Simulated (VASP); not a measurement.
CsI:

```
CELL_PARAMETERS angstrom
4.56670 0.00000 0.00000
0.00000 4.56670 0.00000
0.00000 0.00000 4.56670
ATOMIC_POSITIONS crystal
Cs 0.00000 0.00000 0.00000
I 0.50000 0.50000 0.50000
```

| Property | Result |
| --- | --- |
| Program | VASP 6.6.1 |
| Task | relaxation of cell and atoms |
| Functional | PBEsol |
| Potentials or basis | VASP PAW PBE potentials, release 64 (Cs_sv, I) |
| Cutoff | 600 eV |
| k mesh | 6 × 6 × 6 |
| Occupations | fermi-dirac, width 0.05 eV |
| Spin | no spin polarisation |

At the start: pressure -0.4 GPa; volume 47.62 Å³/atom.

Question: Where does the relaxation end?

Answer: Over 4 steps the energy falls by 2.2 meV/atom and the volume is 45.97 Å³/atom (-3.5 %); space group Pm-3m (No. 221, to 0.05 Å).

Step by step:
| step | energy change (eV) | largest force (eV/Å) | pressure (GPa) | volume (Å³) |
| --- | --- | --- | --- | --- |
| 1 | 0.0000 | 0.0000 | -0.41 | 95.24 |
| 2 | -0.0033 | 0.0000 | -0.22 | 93.56 |
| 3 | -0.0044 | 0.0000 | -0.02 | 92.12 |
| 4 | -0.0044 | 0.0000 | -0.02 | 91.94 |

Final structure:
```
CELL_PARAMETERS angstrom
4.51335 0.00000 0.00000
0.00000 4.51335 0.00000
0.00000 0.00000 4.51335
ATOMIC_POSITIONS crystal
Cs 0.00000 0.00000 0.00000
I 0.50000 0.50000 0.50000
```

Caveat: the PAW data sets were made with another functional, which shifts forces and pressure a little.
